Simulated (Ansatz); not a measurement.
# ZnCu2SnS4 (I-4) in Ansatz: a series of runs

Aim: see how the results for ZnCu2SnS4 move with the level of theory and the settings. Levels: revPBE, BLYP, r2SCAN. Tasks: band structure.

All numbers are computed with Ansatz 0.2.0; they aren't measurements. Logs are shortened: lines on timing, memory, paths and dates and some standing lists are left out, and cuts for length are marked.

## Step 1: Starting point

The structure is tetragonal, space group I-4 (No. 82). Conventional cell: a = 5.434 Å, b = 5.434 Å, c = 10.850 Å, α = 90.00°, β = 90.00°, γ = 90.00°. Around Sn (site symmetry -4) lie 4 S at 2.41 Å. Around Zn (site symmetry -4) lie 4 S at 2.33 Å. Around Cu (site symmetry -4) lie 4 S at 2.33 Å. Around Cu (site symmetry -4) lie 4 S at 2.33 Å. Around S (site symmetry 1) lie 1 Zn at 2.33 Å and 2 Cu at 2.33 Å and 1 Sn at 2.41 Å.

## Step 2: Band structure, revPBE

Input file input.yaml:

```yaml
crystal:
  lattice:
    - [-2.7171, 2.7171, 5.4248]
    - [2.7171, -2.7171, 5.4248]
    - [2.7171, 2.7171, -5.4248]
  atoms:
    - { symbol: Sn, position: [0.5, 0.5, 0.0] }
    - { symbol: Zn, position: [0.25, 0.75, 0.5] }
    - { symbol: Cu, position: [0.75, 0.25, 0.5] }
    - { symbol: Cu, position: [0.0, 0.0, 0.0] }
    - { symbol: S, position: [0.62799, 0.62839, 0.5128] }
    - { symbol: S, position: [0.88481, 0.37201, 0.0004] }
    - { symbol: S, position: [0.11559, 0.11519, 0.4872] }
    - { symbol: S, position: [0.37161, 0.88441, 0.9996] }
hamiltonian:
  xc: revpbe
  pseudopotentials: { kind: paw }
kpoints:
  mp_grid: { grid: [7, 7, 7] }
  band_path:
    path:
      - [[0.0, 0.0, 0.0], [0.0, 0.0, 0.5], [-0.125433571, 0.125433571, 0.5], [-0.3127167855, 0.3127167855, 0.3127167855], [0.0, 0.0, 0.0], [0.5, 0.5, -0.5], [0.3127167855, 0.6872832145, -0.3127167855], [0.0, 0.5, 0.0], [0.25, 0.25, 0.25], [0.5, 0.5, -0.125433571], [0.5, 0.5, -0.5]]
      - [[0.0, 0.0, 0.5], [0.25, 0.25, 0.25]]
    npoints: 10
scf:
  occupations: { method: fermi_dirac, width: 0.05 }
  n_extra_bands: 20
output:
  forces: true
  stress: true
  eigenvalues: true
  fatbands: true
```

Potentials or basis: Ansatz PAW.

Started as:

```sh
ansatz run input.yaml --threads 4 --pin off --max-ram 11264MiB --backend cpu --events-out ev --progress --plain --runs-dir out
```

The program printed:

```text
Warning: RAYON_NUM_THREADS=4 ignored (pool sized by the plan → 4); use --threads N
scf.n_extra_bands = 20 over 44 filled bands (N_el = 88.0): the run solves 64 bands
Engine: ansatz 0.2.0, aarch64-unknown-linux-gnu
Pseudopotentials: kind: paw
Pseudopotential: Sn, paw, valence charge 14, recommended cutoff 420 eV (normal), Sn.paw.azcp
Pseudopotential: Zn, paw, valence charge 12, recommended cutoff 420 eV (normal), Zn.paw.azcp
Pseudopotential: Cu, paw, valence charge 19, recommended cutoff 420 eV (normal), Cu.paw.azcp
Pseudopotential: S, paw, valence charge 6, recommended cutoff 420 eV (normal), S.paw.azcp
Functional definition: revPBE
  parameter kappa = 1.245
  parameter beta = 0.06672455060314922
  exchange = pbe_x(kappa = kappa, mu = beta*pi^2/3)
  correlation = pbe_c(beta = beta)
Crystal: 8 atoms, lattice volume = 160.197 Å³
Basis set: ecut = 420 eV, 3083 PW (Γ), exchange–correlation on 90×90×90 points (8 copies of the dense FFT grid, shifted against one another)
Bands: 64, of which v1, the nominal top of the filled ones, is band 44 counted from 1 (43 counted from 0)
Symmetry: 4 space group operations
Space group: I-4 (ITA 82), of the structure as read, at distance tolerance 5.4e-5 Å
k-points: 52 of 343 (time reversal used)
Non-local potential: Sn, projectors of the file, l = 0: 2, l = 1: 2, l = 2: 2, l = 3: 2
Non-local potential: Zn, projectors of the file, l = 0: 2, l = 1: 2, l = 2: 3, l = 3: 1
Non-local potential: Cu, projectors of the file, l = 0: 3, l = 1: 2, l = 2: 3, l = 3: 1
Non-local potential: S, projectors of the file, l = 0: 2, l = 1: 2, l = 2: 2
PAW form: soft (Blöchl's): semilocal exchange-correlation on the pseudo side does not see the compensation charge
PAW frozen core: Sn, regenerated for the run's functional, and the local potential with it (the file was generated under x = pbe(κ = 0.804, μ = 0.2195149727645171), c = pbe(β = 0.06672455060314922))
PAW frozen core: Zn, regenerated for the run's functional, and the local potential with it (the file was generated under x = pbe(κ = 0.804, μ = 0.2195149727645171), c = pbe(β = 0.06672455060314922))
PAW frozen core: Cu, regenerated for the run's functional, and the local potential with it (the file was generated under x = pbe(κ = 0.804, μ = 0.2195149727645171), c = pbe(β = 0.06672455060314922))
PAW frozen core: S, regenerated for the run's functional, and the local potential with it (the file was generated under x = pbe(κ = 0.804, μ = 0.2195149727645171), c = pbe(β = 0.06672455060314922))
PAW one-centre angular grid: Sn, 590 points (default); XC on 64 Gauss nodes
PAW one-centre angular grid: Zn, 590 points (default); XC on 64 Gauss nodes
PAW one-centre angular grid: Cu, 590 points (default); XC on 64 Gauss nodes
PAW one-centre angular grid: S, 110 points (default); XC on 64 Gauss nodes
Initial density: superposition of atomic densities (neutral atoms: chi_scale 0, normalization atom), corrected by the library's trained network
Initial wavefunctions: pseudopotential atomic-orbital guess
Functional: x = revpbe(κ = 1.245, μ = 0.2195149727645171), c = pbe(β = 0.06672455060314922)
SCF iter   1: F=—  HF=-26232.704434 eV  |F-HF|=—  |Δ(HF+E_count)|=         —  Δρ=4.70e-3  dr2=2.23e-2  ethr=1.77e-3  ⟨swp⟩=6.2  Hψ=14693  notcnv=0  defer=465
preconditioner: auto → Resta (q_TF=auto, 2.469 Å⁻¹)  ε∞=4.3  [insulator: Δε(μ)=0.386 eV  Ē_g=13.751 eV  σ=0.050 eV  W_gap=0.95  n_scr=36 (ndim 8)  ℏωp=24.9 eV  f_vac=0.037  D(μ)=0.01/eV (n_scr^D=0)  ε∞_Penn≈4.3]
SCF iter   2: F=—  HF=-26232.707766 eV  |F-HF|=—  |Δ(HF+E_count)|=   3.33e-3  Δρ=4.80e-3  dr2=2.45e-2  ethr=2.53e-5  ⟨swp⟩=2.0  Hψ=6444  notcnv=0  defer=681
SCF iter   3: F=—  HF=-26232.702865 eV  |F-HF|=—  |Δ(HF+E_count)|=   4.90e-3  Δρ=1.32e-3  dr2=1.94e-3  ethr=2.53e-5  ⟨swp⟩=2.0  Hψ=3812  notcnv=0  defer=681
SCF iter   4: F=—  HF=-26232.703199 eV  |F-HF|=—  |Δ(HF+E_count)|=   3.34e-4  Δρ=4.69e-4  dr2=2.53e-4  ethr=2.20e-6  ⟨swp⟩=2.0  Hψ=3998  notcnv=0  defer=681
SCF iter   5: F=—  HF=-26232.703208 eV  |F-HF|=—  |Δ(HF+E_count)|=   9.00e-6  Δρ=1.27e-4  dr2=3.22e-5  ethr=2.87e-7  ⟨swp⟩=2.0  Hψ=3531  notcnv=0  defer=681
SCF iter   6: F=—  HF=-26232.703327 eV  |F-HF|=—  |Δ(HF+E_count)|=   1.19e-4  Δρ=1.42e-4  dr2=2.31e-5  ethr=3.66e-8  ⟨swp⟩=2.0  Hψ=4260  notcnv=0  defer=681
SCF iter   7: F=—  HF=-26232.703336 eV  |F-HF|=—  |Δ(HF+E_count)|=   9.49e-6  Δρ=1.21e-4  dr2=1.56e-5  ethr=2.63e-8  ⟨swp⟩=2.0  Hψ=4044  notcnv=0  defer=681
SCF iter   8: F=—  HF=-26232.703338 eV  |F-HF|=—  |Δ(HF+E_count)|=   2.16e-6  Δρ=3.71e-5  dr2=1.65e-6  ethr=1.77e-8  ⟨swp⟩=2.0  Hψ=3613  notcnv=0  defer=681
SCF iter   9: F=—  HF=-26232.703340 eV  |F-HF|=—  |Δ(HF+E_count)|=   1.37e-6  Δρ=8.24e-6  dr2=1.02e-7  ethr=1.87e-9  ⟨swp⟩=2.0  Hψ=4259  notcnv=0  defer=681
SCF iter  10: F=-26232.703340 eV  HF=-26232.703340 eV  |F-HF|=3.06e-9  |Δ(HF+E_count)|=   9.63e-8  Δρ=1.18e-6  dr2=1.65e-9  ethr=1.14e-10  ⟨swp⟩=12.3  Hψ=17393  notcnv=0
SCF 1 converged in 10 iterations: F = -26232.703340 eV  dr2 = 1.65e-9
NSCF: frozen V_eff on 112 k-points
SCF converged after 10 iterations
Free energy (F): -26232.703340 eV
Harris-Foulkes:  -26232.703340 eV  (|F-HF|=3.06e-9)
Internal energy: -26232.703140 eV  (E = F + TS)
E sigma→0 (E₀):  -26232.703240 eV
Entropy (-TS):   -0.000199 eV (-0.025 meV/atom)
Fermi energy:    8.383005 eV
--- Per-component energies (eV) ---
  E_band       = -1090.647452
  E_kinetic    = 1347.049837
  E_local      = -14951.083091  (includes V_loc(G=0)·N_el)
  E_nonlocal   = 1491.803469
  E_hartree    = 6726.723643
  E_xc         = -1085.628197
  E_vxc        = -724.045098  (∫ρ·V_xc dr)
  E_paw        = -11736.904576  (= ΣΔE_a)
  E_vpaw       = -1707.819930  (= ΣTr[D̂ρ^β])
  E_aug_tail   = 0.000242  (compensation charges beyond the density's cutoff)
  E_ewald      = -8024.456617
  E_core_change = -0.207851  (= ΣΔE_core)
  E_smearing   = -0.000199  (= −TS)
  E_closure    = -0.000000  (closes the sum)
  Σ components = -26232.703340   (vs F -26232.703340, Δ=0.00e0)
--- Forces (eV/Å), atoms counted from 1 ---
  atom   1  Sn    -0.00000000     0.00000000     0.00000000
  atom   2  Zn    -0.00000000    -0.00000000     0.00000000
  atom   3  Cu    -0.00000000     0.00000000     0.00000000
  atom   4  Cu    -0.00000000    -0.00000000     0.00000000
  atom   5  S      0.14447332     0.53368316    -0.18598972
  atom   6  S     -0.53368316     0.14447332     0.18598972
  atom   7  S     -0.14447332    -0.53368316    -0.18598972
  atom   8  S      0.53368316    -0.14447332     0.18598972
  max |Σ_I F_I| component: 1.11e-16 eV/Å
--- Stress (GPa, compression-positive) ---
        3.901026       0.000000      -0.000000
       -0.000000       3.901026      -0.000000
       -0.000000      -0.000000       3.797360
  P = ⅓ Tr σ = 3.8665 GPa (38.665 kbar)
--- Band table (eV; the first three rows and the last of 52) ---
  k-point 0: bands = ["-103.4748", "-103.4461", "-60.8701", "-60.8014", "-60.8014", "-60.7941", "-60.7941", "-60.7702", "-14.2047", "-14.2003", "-14.2003", "-14.1132", "-14.1052", "-6.4317", "-4.9022", "-4.8896", "-4.8896", "0.0476", "0.9942", "1.0667", "1.0667", "1.0756", "1.1741", "2.4771", "3.1868", "3.2334", "3.6175", "3.6175", "3.7175", "4.4463", "4.4463", "4.9748", "4.9748", "4.9882", "6.2004", "6.2472", "6.4441", "6.6671", "6.6844", "6.6844", "6.8361", "8.0880", "8.0880", "8.1699", "8.5190", "10.2513", "11.1153", "11.9837", "11.9837", "13.0740", "13.0789", "13.3952", "13.3952", "13.7362", "15.0502", "15.0502", "15.1483", "15.3242", "17.8707", "18.6322", "18.6657", "18.8565", "18.8565", "18.9287"]
  k-point 1: bands = ["-103.4748", "-103.4461", "-60.8701", "-60.8014", "-60.8014", "-60.7941", "-60.7941", "-60.7702", "-14.2049", "-14.2005", "-14.2004", "-14.1130", "-14.1051", "-6.3264", "-4.9859", "-4.9469", "-4.9009", "0.1080", "1.0022", "1.0447", "1.0573", "1.0967", "1.1821", "2.3614", "2.9264", "3.2665", "3.5535", "3.6829", "4.1162", "4.3882", "4.4898", "4.7717", "5.0033", "5.0652", "6.2623", "6.3231", "6.4798", "6.5165", "6.6240", "6.8396", "6.9435", "7.4420", "7.9476", "8.0458", "9.2017", "10.6944", "11.4528", "11.8844", "11.9925", "12.8282", "13.2507", "13.4385", "13.5915", "13.7445", "14.6708", "14.7955", "16.2187", "16.2500", "17.1521", "17.3676", "17.7762", "17.9183", "18.2049", "18.4240"]
  k-point 2: bands = ["-103.4749", "-103.4462", "-60.8701", "-60.8014", "-60.8014", "-60.7941", "-60.7941", "-60.7702", "-14.2053", "-14.2008", "-14.2005", "-14.1125", "-14.1049", "-6.0490", "-5.1760", "-5.0695", "-4.9395", "0.1310", "0.9944", "1.0490", "1.0671", "1.1289", "1.1799", "2.0285", "2.7214", "3.1087", "3.4278", "4.0770", "4.3821", "4.4274", "4.5831", "4.7277", "5.0543", "5.1455", "6.3513", "6.4266", "6.4428", "6.5605", "6.7618", "6.9575", "7.0393", "7.2061", "7.5973", "7.9266", "9.5453", "11.2715", "11.4184", "11.8145", "12.2111", "12.9491", "13.3093", "13.6179", "13.7839", "14.0580", "14.9094", "15.1226", "15.6585", "16.0055", "16.2382", "16.4723", "17.0449", "17.4303", "17.9610", "18.5011"]
  k-point 51: bands = ["-103.4749", "-103.4462", "-60.8701", "-60.8014", "-60.8014", "-60.7941", "-60.7941", "-60.7702", "-14.2049", "-14.2002", "-14.2001", "-14.1131", "-14.1051", "-5.9309", "-5.5274", "-4.9856", "-4.9014", "0.0364", "0.9663", "1.0250", "1.0282", "1.1371", "1.4397", "2.2624", "3.4388", "3.5595", "3.8090", "3.8920", "4.1224", "4.4332", "4.4984", "4.7935", "4.8977", "4.9416", "6.1702", "6.3847", "6.4159", "6.4752", "6.9011", "7.0169", "7.0915", "7.2816", "7.3097", "7.4426", "9.7318", "10.3519", "10.5325", "10.9786", "11.6219", "11.9538", "12.5029", "12.6012", "14.3024", "14.7602", "14.9008", "15.7948", "16.4241", "16.5554", "17.4201", "17.5215", "17.6399", "18.4199", "18.5709", "19.1123"]
```

Run time: 52 s. Hardware: 4 threads of Arm Neoverse V2, shared host; peak memory 0.97 GiB.

What came out:

```
Free energy             : -26232.7033 eV
Pressure                : 3.9 GPa
Largest force           : 0.583 eV/Å
Band gap on the k mesh  : 0.35 eV, direct
Band gap along the path : 0.35 eV, direct
```

Forces in eV/Å, atoms in the order of the input:
```
Sn   0.000  0.000  0.000
Zn   0.000  0.000  0.000
Cu   0.000  0.000  0.000
Cu   0.000  0.000  0.000
S    0.144  0.534 -0.186
S   -0.534  0.144  0.186
S   -0.144 -0.534 -0.186
S    0.534 -0.144  0.186
```

Levels at the corners of the path, in eV from the valence-band top:
| point | band 41 | band 42 | band 43 | band 44 | band 45 | band 46 | band 47 | band 48 |
| --- | --- | --- | --- | --- | --- | --- | --- | --- |
| Γ | -1.33 | -0.08 | -0.08 | 0.00 | 0.35 | 2.08 | 2.95 | 3.81 |
| X | -0.75 | -0.64 | -0.46 | -0.40 | 0.86 | 2.37 | 3.21 | 4.18 |
| Y | -0.77 | -0.69 | -0.62 | -0.56 | 1.07 | 2.57 | 3.61 | 3.94 |
| S | -1.21 | -1.00 | -0.64 | -0.51 | 1.69 | 2.54 | 3.19 | 3.93 |
| Γ | -1.33 | -0.08 | -0.08 | 0.00 | 0.35 | 2.08 | 2.95 | 3.81 |
| Z | -1.09 | -0.99 | -0.80 | -0.80 | 1.52 | 2.12 | 2.12 | 2.50 |
| S1 | -1.21 | -1.00 | -0.64 | -0.51 | 1.69 | 2.54 | 3.19 | 3.93 |
| N | -1.08 | -1.02 | -0.96 | -0.46 | 1.77 | 3.22 | 3.33 | 4.27 |
| P | -0.73 | -0.72 | -0.55 | -0.51 | 1.10 | 2.91 | 3.10 | 3.52 |
| Y1 | -0.77 | -0.69 | -0.62 | -0.56 | 1.07 | 2.57 | 3.61 | 3.94 |
| Z | -1.09 | -0.99 | -0.80 | -0.80 | 1.52 | 2.12 | 2.12 | 2.50 |
| X | -0.75 | -0.64 | -0.46 | -0.40 | 0.86 | 2.37 | 3.21 | 4.18 |
| P | -0.73 | -0.72 | -0.55 | -0.51 | 1.10 | 2.91 | 3.10 | 3.52 |

Caveat: spin-orbit coupling is left out, which moves the levels of the heavy elements; the PAW data sets come from PBE, with cores solved anew for the run's functional, which leaves a small shift of forces and pressure.

## Step 3: Band structure, BLYP

input.yaml: that of step 2 with these lines changed.

```diff
@@ -15,3 +15,3 @@
 hamiltonian:
-  xc: revpbe
+  xc: blyp
   pseudopotentials: { kind: paw }
@@ -31,2 +31,2 @@
   eigenvalues: true
-  fatbands: true
+  fatbands: false
```

Potentials or basis: Ansatz PAW.

Started as:

```sh
ansatz run input.yaml --threads 4 --pin off --max-ram 11264MiB --backend cpu --events-out ev --progress --plain --runs-dir out
```

Run time: 35 s. Hardware: 4 threads of Arm Neoverse V2, shared host; peak memory 0.97 GiB.

The run converged. Its results:

* Free energy: -26267.6561 eV
* Pressure: 6.5 GPa
* Largest force: 0.632 eV/Å
* Band gap on the k mesh: 0.28 eV, direct
* Band gap along the path: 0.28 eV, direct

Forces in eV/Å, atoms in the order of the input:
```
Sn   0.000  0.000  0.000
Zn   0.000  0.000  0.000
Cu   0.000  0.000  0.000
Cu   0.000  0.000  0.000
S    0.194  0.554 -0.235
S   -0.554  0.194  0.235
S   -0.194 -0.554 -0.235
S    0.554 -0.194  0.235
```

Stress tensor (GPa, compression positive):
```
6.51 0.00 0.00
0.00 6.51 0.00
0.00 0.00 6.40
```

Levels at the corners of the path, in eV from the valence-band top:
```
point  band 42  band 43  band 44  band 45  band 46  band 47
    Γ    -0.08    -0.08     0.00     0.28     2.17     2.94
    X    -0.65    -0.47    -0.40     0.80     2.34     3.21
    Y    -0.70    -0.63    -0.56     1.02     2.54     3.60
    S    -1.02    -0.65    -0.52     1.64     2.62     3.19
    Γ    -0.08    -0.08     0.00     0.28     2.17     2.94
    Z    -1.03    -0.81    -0.81     1.48     2.21     2.21
   S1    -1.02    -0.65    -0.52     1.64     2.62     3.19
    N    -1.04    -0.98    -0.47     1.70     3.26     3.34
    P    -0.73    -0.56    -0.52     1.04     2.86     3.10
   Y1    -0.70    -0.63    -0.56     1.02     2.54     3.60
    Z    -1.03    -0.81    -0.81     1.48     2.21     2.21
    X    -0.65    -0.47    -0.40     0.80     2.34     3.21
    P    -0.73    -0.56    -0.52     1.04     2.86     3.10
```

Caveat: spin-orbit coupling is left out, which moves the levels of the heavy elements; the PAW data sets come from PBE, with cores solved anew for the run's functional, which leaves a small shift of forces and pressure.

(Part 1 of 2 ends here.)
